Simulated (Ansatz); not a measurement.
# Cu36HO: the cost of one run

Computed with Ansatz 0.2.0 (DFT PBE, scalar-relativistic, plane waves, PAW, and further levels as typed in the inputs, unless a step's input says otherwise).

### Step 1. The structure to begin with

It takes space group Cm (No. 8, monoclinic). Conventional cell: a = 13.282 Å, b = 7.669 Å, c = 23.261 Å, α = 90.00°, β = 90.00°, γ = 90.00°. Around Cu (site symmetry 1) lie 9 Cu at 2.56 Å. Cu (site symmetry m) has 9 Cu at 2.56 Å as nearest neighbours. Cu (site symmetry m) is surrounded by 12 Cu at 2.56 Å. Cu (site symmetry 1) has 12 Cu at 2.56 Å as nearest neighbours. Only part of the 26 independent sites is listed.

Coordinates:

```
Cu O H
1.0
     7.66857    0.00000    0.00000
     3.83429    6.64118    0.00000
     0.00000    0.00000   23.26136
Cu O H
36 1 1
Direct
  0.00000 0.00000 0.36541
  0.33333 0.00000 0.36541
  0.66667 0.00000 0.36541
  0.00000 0.33333 0.36541
  0.33333 0.33333 0.36541
  0.66667 0.33333 0.36541
  0.00000 0.66667 0.36541
  0.33333 0.66667 0.36541
  0.66667 0.66667 0.36541
  0.11111 0.11111 0.45514
  0.44444 0.11111 0.45514
  0.77778 0.11111 0.45514
  0.11111 0.44444 0.45514
  0.44444 0.44444 0.45514
  0.77778 0.44444 0.45514
  0.11111 0.77778 0.45514
  0.44444 0.77778 0.45514
  0.77778 0.77778 0.45514
  0.88889 0.22222 0.54486
  0.22222 0.22222 0.54486
  0.55556 0.22222 0.54486
  0.88889 0.55556 0.54486
  0.22222 0.55556 0.54486
  0.55556 0.55556 0.54486
  0.88889 0.88889 0.54486
  0.22222 0.88889 0.54486
  0.55556 0.88889 0.54486
  0.00000 0.00000 0.63459
  0.33333 0.00000 0.63459
  0.66667 0.00000 0.63459
  0.00000 0.33333 0.63459
  0.33333 0.33333 0.63459
  0.66667 0.33333 0.63459
  0.00000 0.66667 0.63459
  0.33333 0.66667 0.63459
  0.66667 0.66667 0.63459
  0.50000 0.33333 0.69692
  0.43977 0.45379 0.72057
```

### Step 2. Relaxing the atoms: Cu36HO slab, no spin

File input.yaml:

```yaml
crystal:
  lattice:
    - [7.668573042, 0.0, 0.0]
    - [3.834286521, 6.6411790651, 0.0]
    - [0.0, 0.0, 23.2613636694]
  atoms:
    - { symbol: Cu, position: [0.0, 0.0, 0.3654127987] }
    - { symbol: Cu, position: [0.3333333333, 0.0, 0.3654127987] }
    - { symbol: Cu, position: [0.6666666667, 0.0, 0.3654127987] }
    - { symbol: Cu, position: [0.0, 0.3333333333, 0.3654127987] }
    - { symbol: Cu, position: [0.3333333333, 0.3333333333, 0.3654127987] }
    - { symbol: Cu, position: [0.6666666667, 0.3333333333, 0.3654127987] }
    - { symbol: Cu, position: [0.0, 0.6666666667, 0.3654127987] }
    - { symbol: Cu, position: [0.3333333333, 0.6666666667, 0.3654127987] }
    - { symbol: Cu, position: [0.6666666667, 0.6666666667, 0.3654127987] }
    - { symbol: Cu, position: [0.1111111111, 0.1111111111, 0.4551375996] }
    - { symbol: Cu, position: [0.4444444444, 0.1111111111, 0.4551375996] }
    - { symbol: Cu, position: [0.7777777778, 0.1111111111, 0.4551375996] }
    - { symbol: Cu, position: [0.1111111111, 0.4444444444, 0.4551375996] }
    - { symbol: Cu, position: [0.4444444444, 0.4444444444, 0.4551375996] }
    - { symbol: Cu, position: [0.7777777778, 0.4444444444, 0.4551375996] }
    - { symbol: Cu, position: [0.1111111111, 0.7777777778, 0.4551375996] }
    - { symbol: Cu, position: [0.4444444444, 0.7777777778, 0.4551375996] }
    - { symbol: Cu, position: [0.7777777778, 0.7777777778, 0.4551375996] }
    - { symbol: Cu, position: [-0.1111111111, 0.2222222222, 0.5448624004] }
    - { symbol: Cu, position: [0.2222222222, 0.2222222222, 0.5448624004] }
    - { symbol: Cu, position: [0.5555555556, 0.2222222222, 0.5448624004] }
    - { symbol: Cu, position: [-0.1111111111, 0.5555555556, 0.5448624004] }
    - { symbol: Cu, position: [0.2222222222, 0.5555555556, 0.5448624004] }
    - { symbol: Cu, position: [0.5555555556, 0.5555555556, 0.5448624004] }
    - { symbol: Cu, position: [-0.1111111111, 0.8888888889, 0.5448624004] }
    - { symbol: Cu, position: [0.2222222222, 0.8888888889, 0.5448624004] }
    - { symbol: Cu, position: [0.5555555556, 0.8888888889, 0.5448624004] }
    - { symbol: Cu, position: [0.0, 0.0, 0.6345872013] }
    - { symbol: Cu, position: [0.3333333333, 0.0, 0.6345872013] }
    - { symbol: Cu, position: [0.6666666667, 0.0, 0.6345872013] }
    - { symbol: Cu, position: [0.0, 0.3333333333, 0.6345872013] }
    - { symbol: Cu, position: [0.3333333333, 0.3333333333, 0.6345872013] }
    - { symbol: Cu, position: [0.6666666667, 0.3333333333, 0.6345872013] }
    - { symbol: Cu, position: [0.0, 0.6666666667, 0.6345872013] }
    - { symbol: Cu, position: [0.3333333333, 0.6666666667, 0.6345872013] }
    - { symbol: Cu, position: [0.6666666667, 0.6666666667, 0.6345872013] }
    - { symbol: O, position: [0.5, 0.3333333333, 0.6969223258] }
    - { symbol: H, position: [0.4397697312, 0.4537938709, 0.7205666833] }
scf:
  occupations: { method: gaussian, width: 0.1 }
output:
  forces: true
  write_density: true
  write_potential: true
  elf: true
  volumetric_format: npy
hamiltonian:
  xc: pbe
kpoints:
  mp_grid: { grid: [4, 4, 1] }
efield:
  axis: 3
  dipole_correction: true
relax:
  f_tol: 0.01
  max_steps: 80
  constraints:
    - { sites: [0, 1, 2, 3, 4, 5, 6, 7, 8, 9, 10, 11, 12, 13, 14, 15, 16, 17] }
```

On the command line:

```bash
> ansatz run input.yaml --threads 8 --pin off --max-ram 22528MiB --backend cpu --events-out ev --progress --plain --runs-dir out
```

**Question.** How long does this run take on 8 threads of Intel Xeon Platinum 8259CL at 2.50GHz (Skylake/Cascade Lake), shared host, and how much memory does it need?

About 17 min, with a peak of 16 GiB.
